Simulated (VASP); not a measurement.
Input of a VASP 6.6.1 run:

File INCAR:

```
PREC = Accurate
ENCUT = 900
EDIFF = 1E-6
ISMEAR = 0
SIGMA = 0.02
LREAL = F
LASPH = T
NELM = 80
ALGO = Normal
ISIF = 2
LWAVE = F
LCHARG = F
GGA = PS
NBANDS = 26
```

The input KPOINTS:

```
regular mesh
0
Gamma
  9 9 9
```

POSCAR

```
GaP
1.0
    1.9143800000      1.1052700000      6.3564400000
   -1.9143800000      1.1052700000      6.3564400000
    0.0000000000     -2.2105400000      6.3564400000
Ga P
2 2
Direct
    0.4358000000      0.4358000000      0.4358000000
    0.5642000000      0.5642000000      0.5642000000
    0.0577900000      0.0577900000      0.0577900000
    0.9422100000      0.9422100000      0.9422100000
```

Potentials or basis: VASP PAW PBE potentials, release 64 (Ga_h, P_h).

Launch:

```sh
$ cat potpaw_PBE.64/Ga_h/POTCAR potpaw_PBE.64/P_h/POTCAR > POTCAR
$ mpirun -np 1 vasp_std > vasp.out
```

(1) What does it give for the band gap on the k mesh?

(2) What does it give for the pressure?

Answers

(1) 0.78 eV, indirect (least direct gap 1.14 eV).

(2) 0.1 GPa.

Caveat: the PAW data sets were made with another functional, which shifts forces and pressure a little; an odd mesh through Γ misses points on the zone boundary, where band edges often lie.
